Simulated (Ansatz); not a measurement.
# Rb: a strain scan

This session takes Rb and sets out to strain the cell along the Voigt pattern (1, 0, 0, 0, 0, 0).

Method: DFT PBE, scalar-relativistic, plane waves, PAW, in Ansatz 0.2.0.

1 further run of the same task is left out (set aside as unsound or not needed).

## (1) The starting structure

The structure is cubic, space group Im-3m (No. 229). Conventional cell: a = 5.612 Å, b = 5.612 Å, c = 5.612 Å, α = 90.00°, β = 90.00°, γ = 90.00°.

Coordinates:

```xyz
1
Lattice="-2.8060 2.8060 2.8060 2.8060 -2.8060 2.8060 2.8060 2.8060 -2.8060" Properties=species:S:1:pos:R:3 pbc="T T T"
Rb    0.0000    0.0000    0.0000
```

The cell is taken as given, not relaxed at this level.

## (2) The undisturbed cell

The input, input.yaml:

```yaml
crystal:
  lattice:
    - [-2.806, 2.806, 2.806]
    - [2.806, -2.806, 2.806]
    - [2.806, 2.806, -2.806]
  atoms:
    - { symbol: Rb, position: [0.0, 0.0, 0.0] }
basis:
  ecutwfc: 420
kpoints:
  mp_grid: { grid: [12, 12, 12] }
hamiltonian:
  xc: pbe
scf:
  occupations: { method: gaussian, width: 0.15 }
output:
  forces: true
  stress: true
  eigenvalues: true
```

The run is started by

```console
$ ansatz run input.yaml --threads 1 --pin off --max-ram 1228MiB --backend cpu --events-out ev --progress --plain --runs-dir out
```

## (3) The scan: a strain scan

The cell is strained by ε times the Voigt pattern (1, 0, 0, 0, 0, 0) (xx, yy, zz, yz, xz, xy; engineering shear), with fractional coordinates fixed (clamped ions). The stress on the pattern is the sum of the stress components weighted by it, tension positive.

## (4) Point ε = -0.0200

input.yaml, as its differences from that of step 2:

```diff
@@ -2,5 +2,5 @@
   lattice:
-    - [-2.806, 2.806, 2.806]
-    - [2.806, -2.806, 2.806]
-    - [2.806, 2.806, -2.806]
+    - [-2.74988, 2.806, 2.806]
+    - [2.74988, -2.806, 2.806]
+    - [2.74988, 2.806, -2.806]
   atoms:
```

## (5) At ε = 0.0150

input.yaml, as its differences from that of step 4:

```diff
@@ -2,5 +2,5 @@
   lattice:
-    - [-2.74988, 2.806, 2.806]
-    - [2.74988, -2.806, 2.806]
-    - [2.74988, 2.806, -2.806]
+    - [-2.84809, 2.806, 2.806]
+    - [2.84809, -2.806, 2.806]
+    - [2.84809, 2.806, -2.806]
   atoms:
```

## (6) At ε = -0.0100

input.yaml, as its differences from that of step 5:

```diff
@@ -2,5 +2,5 @@
   lattice:
-    - [-2.84809, 2.806, 2.806]
-    - [2.84809, -2.806, 2.806]
-    - [2.84809, 2.806, -2.806]
+    - [-2.77794, 2.806, 2.806]
+    - [2.77794, -2.806, 2.806]
+    - [2.77794, 2.806, -2.806]
   atoms:
```

## (7) ε = 0.0050

input.yaml, as its differences from that of step 6:

```diff
@@ -2,5 +2,5 @@
   lattice:
-    - [-2.77794, 2.806, 2.806]
-    - [2.77794, -2.806, 2.806]
-    - [2.77794, 2.806, -2.806]
+    - [-2.82003, 2.806, 2.806]
+    - [2.82003, -2.806, 2.806]
+    - [2.82003, 2.806, -2.806]
   atoms:
```

## (8) ε = 0.0200

input.yaml, as its differences from that of step 7:

```diff
@@ -2,5 +2,5 @@
   lattice:
-    - [-2.82003, 2.806, 2.806]
-    - [2.82003, -2.806, 2.806]
-    - [2.82003, 2.806, -2.806]
+    - [-2.86212, 2.806, 2.806]
+    - [2.86212, -2.806, 2.806]
+    - [2.86212, 2.806, -2.806]
   atoms:
```

## (9) At ε = -0.0150

input.yaml, as its differences from that of step 8:

```diff
@@ -2,5 +2,5 @@
   lattice:
-    - [-2.86212, 2.806, 2.806]
-    - [2.86212, -2.806, 2.806]
-    - [2.86212, 2.806, -2.806]
+    - [-2.76391, 2.806, 2.806]
+    - [2.76391, -2.806, 2.806]
+    - [2.76391, 2.806, -2.806]
   atoms:
```

## (10) ε = 0.0100

input.yaml, as its differences from that of step 9:

```diff
@@ -2,5 +2,5 @@
   lattice:
-    - [-2.76391, 2.806, 2.806]
-    - [2.76391, -2.806, 2.806]
-    - [2.76391, 2.806, -2.806]
+    - [-2.83406, 2.806, 2.806]
+    - [2.83406, -2.806, 2.806]
+    - [2.83406, 2.806, -2.806]
   atoms:
```

## (11) At ε = -0.0050

input.yaml, as its differences from that of step 10:

```diff
@@ -2,5 +2,5 @@
   lattice:
-    - [-2.83406, 2.806, 2.806]
-    - [2.83406, -2.806, 2.806]
-    - [2.83406, 2.806, -2.806]
+    - [-2.79197, 2.806, 2.806]
+    - [2.79197, -2.806, 2.806]
+    - [2.79197, 2.806, -2.806]
   atoms:
```

## (12) ε = 0.0175

input.yaml, as its differences from that of step 11:

```diff
@@ -2,5 +2,5 @@
   lattice:
-    - [-2.79197, 2.806, 2.806]
-    - [2.79197, -2.806, 2.806]
-    - [2.79197, 2.806, -2.806]
+    - [-2.855105, 2.806, 2.806]
+    - [2.855105, -2.806, 2.806]
+    - [2.855105, 2.806, -2.806]
   atoms:
```

(Steps that only read results are left out.)

**Question.** What will these runs give? Wanted: slope of the stress at ε = 0, over ±0.0050.

As calculated:

```
                                  quantity  value
slope of the stress at ε = 0, over ±0.0050  3 GPa
```

In words: The slope of the stress at zero strain, 3 GPa, estimates C11 with clamped ions in this Cartesian frame. The undisturbed cell is not the lowest point: the energy is 0.7 meV/atom lower at ε = 0.0200; the cell was taken as given and not relaxed at this level. Compression costs more than tension: 1.4 against -0.7 meV/atom at the ends.
